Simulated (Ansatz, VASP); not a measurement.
Ge: VASP beside Ansatz

File INCAR:

```
ALGO = Normal
EDIFF = 1E-6
ENCUT = 520
GGA = PS
ISIF = 2
ISMEAR = 0
LASPH = T
LCHARG = F
LREAL = F
LWAVE = F
NBANDS = 21
NELM = 100
PREC = Accurate
SIGMA = 0.1
```

KPOINTS

```
k-points
0
Gamma
  8 8 8
```

File POSCAR:

```
Ge
1.0
   -2.5744897190      2.5744897190      1.3974126432
    2.5744897190     -2.5744897190      1.3974126432
    2.5744897190      2.5744897190     -1.3974126432
Ge
2
Direct
    0.2500000000      0.7500000000      0.5000000000
    0.5000000000      0.5000000000      0.0000000000
```

Input for Ansatz:

```yaml
crystal:
  lattice:
    - [-2.574489719, 2.574489719, 1.3974126432]
    - [2.574489719, -2.574489719, 1.3974126432]
    - [2.574489719, 2.574489719, -1.3974126432]
  atoms:
    - { symbol: Ge, position: [0.25, 0.75, 0.5] }
    - { symbol: Ge, position: [0.5, 0.5, 0.0] }
basis:
  ecutwfc: 420
kpoints:
  mp_grid: { grid: [8, 8, 8] }
hamiltonian:
  xc: pbesol
scf:
  occupations: { method: gaussian, width: 0.1 }
output:
  forces: true
  stress: true
  eigenvalues: true
```

This isn't the form of Ge at room conditions, which is diamond.

Alike in both runs: task single point; functional PBEsol; k mesh 8 × 8 × 8; occupations gaussian, width 0.1 eV; no spin polarisation.

```csv
,VASP,Ansatz
version,VASP 6.6.1,Ansatz 0.2.0
potentials or method,"VASP PAW PBE potentials, release 64 (Ge_d)","scalar-relativistic, plane waves, PAW"
plane-wave cutoff (eV),520,420
valence electrons in the cell,28,28
```

```tsv
	VASP	Ansatz	Ansatz less VASP
gap on the k mesh at the Fermi level (eV)	none	none	-
pressure (GPa)	-0.8	-0.8	+0.05
largest component of the traceless stress (GPa)	3.19	3.16	-0.028
```

A gap of «none» marks a metal or a gap that the smearing closes.

Caveats: the PAW data sets were made with another functional, which shifts forces and pressure a little (VASP).
